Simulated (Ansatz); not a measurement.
# Residual resistivity of an alloy: Mo(100) with 4 layers of random Mo-Ru, 2x2

Aim: the residual resistivity of a random alloy, from Mo(100) with 4 layers of random Mo-Ru, 2x2 and longer regions.

Calculated with Ansatz 0.2.0; Ansatz plane-wave DFT, PBE, PAW files; ballistic transport by layer matching (Landauer), zero bias; PAW set soft_1.

Report form: the programs' logs are mostly left out.

## (1) The structure

The cell holds 56 atoms: 44 Mo and 12 Ru. Cell: a = 6.294 Å, b = 6.294 Å, c = 22.029 Å, α = 90.0°, β = 90.0°, γ = 90.0°. It derives from Mo. Regions: lead, 40 atoms (40 Mo); scattering region, 16 atoms (12 Ru and 4 Mo). The structure is stacked along c, and the current runs across the ab planes.

## (2) With 4 alloy layers

In 4 layers a share of 0.75 of the sites is given to Ru at random. The layers about the cell's end stay perfect and serve as the lead. Energies from -0.05 to 0.05 eV in steps of 0.05 eV are too few for the program's thermal sum, so it prints no conductance; for a metal the transmission near the Fermi level serves, at a fraction of the cost.

Input file input.yaml:

```yaml
crystal:
  lattice:
    - [6.294, 0.0, 0.0]
    - [0.0, 6.294, 0.0]
    - [0.0, 0.0, 22.029]
  atoms:
    - { symbol: Mo, position: [0.0, 0.0, 0.0357142857] }
    - { symbol: Mo, position: [0.0, 0.5, 0.0357142857] }
    - { symbol: Mo, position: [0.5, 0.0, 0.0357142857] }
    - { symbol: Mo, position: [0.5, 0.5, 0.0357142857] }
    - { symbol: Mo, position: [0.25, 0.25, 0.1071428571] }
    - { symbol: Mo, position: [0.25, 0.75, 0.1071428571] }
    - { symbol: Mo, position: [0.75, 0.25, 0.1071428571] }
    - { symbol: Mo, position: [0.75, 0.75, 0.1071428571] }
[... 44 atom lines left out ...]
    - { symbol: Mo, position: [0.25, 0.25, 0.9642857143] }
    - { symbol: Mo, position: [0.25, 0.75, 0.9642857143] }
    - { symbol: Mo, position: [0.75, 0.25, 0.9642857143] }
    - { symbol: Mo, position: [0.75, 0.75, 0.9642857143] }
kpoints:
  mp_grid: { grid: [4, 4, 1] }
hamiltonian:
  xc: pbe
  pseudopotentials: { kind: paw, azcp: { folder: soft_1 } }
scf:
  occupations: { method: fermi_dirac, width: 0.1 }
output:
  transmission: { leads: [[0, 4]], kmesh: [8, 8], e_range: [-0.05, 0.05], de: 0.05 }
  write_potential: true
  write_density: true
  volumetric_format: npy
```

Command:

```
ansatz run input.yaml --threads 4 --pin off --max-ram 15360MiB --backend cpu --events-out ev --progress --plain --runs-dir out
```

The job ended after 8.4 min (4 threads of Arm Neoverse V1, shared host; peak memory 7.9 GiB).

This step gave:

| Property | Result |
| --- | --- |
| free energy | -288604.8953 eV |
| energy at zero smearing | -288603.9082 eV |
| Fermi energy | 20.90 eV |
| cell area | 39.61 Å² |
| transmission per spin nearest the Fermi level | 3.609 |
| open channels per spin nearest the Fermi level | 6.594 |
| step of the lead's potential | 13.5 meV |

Per spin. Table of transmission, zone mean by energy, zero at the Fermi level:

```
energy (eV)  transmission, zone mean
    -0.0500                     3.62
     0.0000                     3.61
     0.0500                     3.67
```

Per spin. The open channels, zone mean, lead by energy, zero at the Fermi level:

```
energy (eV)  open channels, zone mean, lead
    -0.0500                            6.59
     0.0000                            6.59
     0.0500                            6.84
```

Transmission over k1 and k2. At 0.0000 eV from the Fermi level.

Ten even steps from '_' (0.00) to '@' (8.90):
```
____..--==--..__
....::**%%**::..
::--**%%@@%%**--
--==%%@@@@@@%%==
::--**%%@@%%**--
....::**%%**::..
____..--==--..__
____..::--::..__
```
Columns: k1 (b1) from -0.5 to 0.375; rows upwards: k2 (b2) from -0.5 to 0.375.

Open channels over k1 and k2. At 0.0000 eV from the Fermi level.

Ten even steps from '_' (0.0) to '@' (15.0):
```
____..--==--..__
::..--##@@##--..
::--##@@@@@@##--
::==@@@@@@@@@@==
::--##@@@@@@##--
::..--##@@##--..
____..--==--..__
____::::::::::__
```
Columns: k1 (b1) from -0.5 to 0.375; rows upwards: k2 (b2) from -0.5 to 0.375.

Over the solved energies the transmission per spin lies between 3.61 and 3.67, out of 6.68 channels of the lead on average (up to 6.84).

## (3) With 8 alloy layers

In 8 layers a share of 0.75 of the sites is given to Ru at random. A fresh draw is used; the growth of the resistance with length is what counts.

System of this step: Mo(100) with 8 layers of random Mo-Ru, 2x2. The cell holds 72 atoms: 48 Mo and 24 Ru. Its edges and angles: a = 6.294 Å, b = 6.294 Å, c = 28.323 Å, α = 90.0°, β = 90.0°, γ = 90.0°. It derives from Mo. Regions: lead, 40 atoms (40 Mo); scattering region, 32 atoms (8 Mo and 24 Ru). The structure is stacked along c, and the current runs across the ab planes.

Input file input.yaml:

```yaml
crystal:
  lattice:
    - [6.294, 0.0, 0.0]
    - [0.0, 6.294, 0.0]
    - [0.0, 0.0, 28.323]
  atoms:
    - { symbol: Mo, position: [0.0, 0.0, 0.0277777778] }
    - { symbol: Mo, position: [0.0, 0.5, 0.0277777778] }
    - { symbol: Mo, position: [0.5, 0.0, 0.0277777778] }
    - { symbol: Mo, position: [0.5, 0.5, 0.0277777778] }
    - { symbol: Mo, position: [0.25, 0.25, 0.0833333333] }
    - { symbol: Mo, position: [0.25, 0.75, 0.0833333333] }
    - { symbol: Mo, position: [0.75, 0.25, 0.0833333333] }
    - { symbol: Mo, position: [0.75, 0.75, 0.0833333333] }
[... 60 atom lines left out ...]
    - { symbol: Mo, position: [0.25, 0.25, 0.9722222222] }
    - { symbol: Mo, position: [0.25, 0.75, 0.9722222222] }
    - { symbol: Mo, position: [0.75, 0.25, 0.9722222222] }
    - { symbol: Mo, position: [0.75, 0.75, 0.9722222222] }
kpoints:
  mp_grid: { grid: [4, 4, 1] }
hamiltonian:
  xc: pbe
  pseudopotentials: { kind: paw, azcp: { folder: soft_1 } }
scf:
  occupations: { method: fermi_dirac, width: 0.1 }
output:
  transmission: { leads: [[0, 4]], kmesh: [8, 8], e_range: [-0.05, 0.05], de: 0.05 }
  write_potential: true
  write_density: true
  volumetric_format: npy
```

Wall time 23 min (4 threads); peak memory 8.1 GiB.

This step gave:

```yaml
free_energy: -378966.5725 eV
energy_at_zero_smearing: -378964.9993 eV
fermi_energy: 20.74 eV
transmission_per_spin_nearest_the_fermi_level: 2.834
open_channels_per_spin_nearest_the_fermi_level: 6.531
step_of_the_lead_s_potential: 9.7 meV
```

Per spin. Table of transmission, zone mean by energy, zero at the Fermi level:

```
energy (eV)  transmission, zone mean
    -0.0500                     2.93
     0.0000                     2.83
     0.0500                     2.87
```

Over the solved energies the transmission per spin lies between 2.83 and 2.93, out of 6.66 channels of the lead on average (up to 6.84).

## (4) With 12 alloy layers

In 12 layers a share of 0.75 of the sites is given to Ru at random. A fresh draw is used; the growth of the resistance with length is what counts.

System of this step: Mo(100) with 12 layers of random Mo-Ru, 2x2. The cell holds 88 atoms: 52 Mo and 36 Ru. Its edges and angles: a = 6.294 Å, b = 6.294 Å, c = 34.617 Å, α = 90.0°, β = 90.0°, γ = 90.0°. It derives from Mo. Regions: lead, 40 atoms (40 Mo); scattering region, 48 atoms (36 Ru and 12 Mo). The structure is stacked along c, and the current runs across the ab planes.

Input file input.yaml:

```yaml
crystal:
  lattice:
    - [6.294, 0.0, 0.0]
    - [0.0, 6.294, 0.0]
    - [0.0, 0.0, 34.617]
  atoms:
    - { symbol: Mo, position: [0.0, 0.0, 0.0227272727] }
    - { symbol: Mo, position: [0.0, 0.5, 0.0227272727] }
    - { symbol: Mo, position: [0.5, 0.0, 0.0227272727] }
    - { symbol: Mo, position: [0.5, 0.5, 0.0227272727] }
    - { symbol: Mo, position: [0.25, 0.25, 0.0681818182] }
    - { symbol: Mo, position: [0.25, 0.75, 0.0681818182] }
    - { symbol: Mo, position: [0.75, 0.25, 0.0681818182] }
    - { symbol: Mo, position: [0.75, 0.75, 0.0681818182] }
[... 76 atom lines left out ...]
    - { symbol: Mo, position: [0.25, 0.25, 0.9772727273] }
    - { symbol: Mo, position: [0.25, 0.75, 0.9772727273] }
    - { symbol: Mo, position: [0.75, 0.25, 0.9772727273] }
    - { symbol: Mo, position: [0.75, 0.75, 0.9772727273] }
kpoints:
  mp_grid: { grid: [4, 4, 1] }
hamiltonian:
  xc: pbe
  pseudopotentials: { kind: paw, azcp: { folder: soft_1 } }
scf:
  occupations: { method: fermi_dirac, width: 0.1 }
output:
  transmission: { leads: [[0, 4]], kmesh: [8, 8], e_range: [-0.05, 0.05], de: 0.05 }
  write_potential: true
  write_density: true
  volumetric_format: npy
```

Wall time 34 min (4 threads); peak memory 8.7 GiB; 2.1 h of CPU time.

Numbers from this step:

- free energy: -469328.3993 eV
- energy at zero smearing: -469326.3732 eV
- Fermi energy: 20.63 eV
- transmission per spin nearest the Fermi level: 2.175
- open channels per spin nearest the Fermi level: 6.594

Per spin. Table of transmission, zone mean by energy, zero at the Fermi level:

```
energy (eV)  transmission, zone mean
    -0.0500                     2.27
     0.0000                     2.17
     0.0500                     2.07
```

Over the solved energies the transmission per spin lies between 2.07 and 2.27, out of 6.64 channels of the lead on average (up to 6.78).

## (5) Resistance against length

This step: Ansatz plane-wave DFT, PBE, PAW files; ballistic transport by layer matching (Landauer), zero bias; residual resistivity from the slope of the area resistance, atoms on the host's lattice; PAW set soft_1 (Ansatz 0.2.0).

Numbers from this step:

```
resistivity           : 74.95 µΩ cm
intercept             : 0.1348 fΩ m²
scatter about the fit : 0.04948 fΩ m²
```

Resistance, by row:

```
run  length (Å)      T  channels N  RA (fΩ m²)
 n4       6.294  3.633       6.677      0.6415
 n8       12.59  2.878       6.656       1.008
n12       18.88  2.171       6.635       1.585
```

The area resistance by length of the alloy:

```
length of the alloy (Å)  area resistance (fΩ m²)
                   6.29                    0.642
                  12.59                     1.01
                  18.88                     1.58
```

The area resistance goes from 0.64 to 1.6 fΩ m² between 6.3 and 18.9 Å, a slope of 75 µΩ cm.

By hand from the end points: (1.585 − 0.6415) fΩ m² / (18.88 − 6.29) Å = 75 µΩ cm, since 1 fΩ m² per Å is 1000 µΩ cm.

## (6) Outcome

```
resistivity from the slope  : 74.9 µΩ cm
area resistance over 6.29 Å : 0.642 fΩ m²
area resistance over 12.6 Å : 1.01 fΩ m²
area resistance over 18.9 Å : 1.58 fΩ m²
```

In words: The slope gives 75 µΩ cm. The points scatter by 0.049 fΩ m² about the line, with one random draw a length in a 2x2 cell, so the slope is a rough value. Read with a model of isotropic scattering on a spherical Fermi surface and the lead's 1.3×10¹⁵ S/m², this slope means a mean free path near 7.7 Å (a rough figure, since the alloy's own channel count differs); over these lengths the model's slope is within 3 % of its bulk resistivity. The atoms sit on the host's lattice, so scattering by size misfit is left out. With 75 % of Ru, whose own structure is another, this is a hypothetical phase.

[Logs are printed without paths, hosts, clocks, repeated set-up lines and the standing remarks that a program may print on its own settings, such as how far it seeks lower states.]

[Hosts, paths, dates, database ids (printed as entryN), source tags and the programs' standing remarks are cut or masked in the printed files.]
